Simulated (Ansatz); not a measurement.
# As under compression and expansion

```
CELL_PARAMETERS angstrom
2.72930 0.00000 0.00000
0.00000 2.72930 0.00000
0.00000 0.00000 2.72930
ATOMIC_POSITIONS crystal
As 0.00000 0.00000 0.00000
```

The cell was built from the sc type and relaxed in the same program, and has space group Pm-3m; it needn't be a known or the stable phase.

Methods: DFT, PBE, all-electron LAPW, scalar-relativistic (Ansatz 0.2.0); DFT, PBE, PAW with Ansatz's default frozen-core files, scalar-relativistic (Ansatz 0.2.0).

For LAPW: a Γ-centred 13×13×13 k mesh, Fermi–Dirac smearing of 0.03 eV, basis error target 0.5 meV/atom, no spin polarisation. PAW takes a cutoff of 420 eV at this cell. The Ansatz runs share mesh, smearing and spin set-up. Plane-wave (PAW) pressures include the program's estimate of the Pulay term.

The cell above is scaled evenly, with fractional coordinates and shape held.

```
V/V(cell)  V (Å³/atom)  P, LAPW (GPa)  P, PAW (GPa)
   0.9405       19.121           5.80          5.79
   0.9800       19.924           1.76          1.75
   1.0000       20.331           0.03          0.02
   1.0200       20.737              ?             ?
   1.0600       21.551          -4.07         -4.07
```

**Question.** Fill in the row V/V(cell) = 1.0200.

**Answer.** P, LAPW (GPa) = -1.51, P, PAW (GPa) = -1.52.

**Question.** What do Birch–Murnaghan fits to the pressures give?

**Answer.** LAPW: V0 = 20.34 Å³/atom, B0 = 81 GPa, B0′ = 4.8; PAW: V0 = 20.34 Å³/atom, B0 = 81 GPa, B0′ = 4.8.

PAW's V0 lies -0.01 % from the all-electron value and its B0 0.0 %. Symmetry fixes shape and coordinates here, so this is the relaxed modulus.
